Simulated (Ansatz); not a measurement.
# TePb: a sweep of LAPW's basis error target

One table from this session's results is given with a row withheld; the runs are named, their logs left out.

Program: Ansatz 0.2.0. Level of theory: DFT, PBE, all-electron LAPW, scalar-relativistic. These are calculated values, not measurements.

### The starting structure

Symmetry: Fm-3m, No. 225, cubic system. Conventional cell: a = 6.454 Å, b = 6.454 Å, c = 6.454 Å, α = 90.00°, β = 90.00°, γ = 90.00°. Te (site symmetry m-3m) has 6 Pb at 3.23 Å in its first shell of neighbours. Around Pb (site symmetry m-3m) lie 6 Te at 3.23 Å.

Structure file:

```cif
data_structure
_symmetry_space_group_name_H-M 'Fm-3m'
_symmetry_Int_Tables_number 225
_cell_length_a 6.4540
_cell_length_b 6.4540
_cell_length_c 6.4540
_cell_angle_alpha 90.000
_cell_angle_beta 90.000
_cell_angle_gamma 90.000
_cell_volume 268.84
loop_
_atom_site_label
_atom_site_type_symbol
_atom_site_symmetry_multiplicity
_atom_site_Wyckoff_symbol
_atom_site_fract_x
_atom_site_fract_y
_atom_site_fract_z
_atom_site_occupancy
Te1 Te 4 b 0.50000 0.00000 0.00000 1
Pb1 Pb 4 a 0.00000 0.00000 0.00000 1
```

The file gives the conventional cell by its symmetry; the runs use the cell typed in the input.

The cell comes from a crystallographic database entry that wasn't checked; take it as a given geometry, which may be far from equilibrium.

Atoms are numbered in the order of the input: Te1, Pb2.

The first run:

File input.yaml:

```yaml
crystal:
  lattice:
    - [0.0, 3.227, 3.227]
    - [3.227, 0.0, 3.227]
    - [3.227, 3.227, 0.0]
  atoms:
    - { symbol: Te, position: [0.5, 0.5, 0.5] }
    - { symbol: Pb, position: [0.0, 0.0, 0.0] }
kpoints:
  mp_grid: { grid: [10, 10, 10] }
scf:
  occupations: { method: fermi_dirac, width: 0.03 }
hamiltonian:
  xc: pbe
  pseudopotentials: { kind: all_electron, lapw: { basis_error: 0.03 } }
output:
  forces: true
  stress: true
  eigenvalues: true
```

Run with:

```bash
$ ansatz run input.yaml --threads 1 --pin off --max-ram 2048MiB --backend cpu --events-out ev --progress --plain --runs-dir out
```

Among the steps run: With basis error target 0.03 eV/atom; With basis error target 0.01 eV/atom; With basis error target 0.003 eV/atom; With basis error target 0.0001 eV/atom.

One of the session's tables, all rows but one given; the rest of the session is left out.

| basis error target (eV/atom) | pressure (GPa) |
| --- | --- |
| 0.03 | 2.40 |
| 0.01 | ? |
| 0.003 | 2.32 |
| 0.0001 | 2.32 |

Estimate the missing values for basis error target (eV/atom) = 0.01.

Worked estimate for «pressure (GPa)». A straight line through the neighbours (0.03, 2.40) and (0.003, 2.32) gives 2.40 + (2.32 − 2.40) × (0.01 − 0.03) / (0.003 − 0.03) = 2.34; a parabola fitted to 3 rows on both sides gives 2.33.

**Answer.** pressure (GPa): 2.34. In «pressure (GPa)» the line misses by 0.00 and the parabola by -0.01.

Energies are those extrapolated to zero smearing.
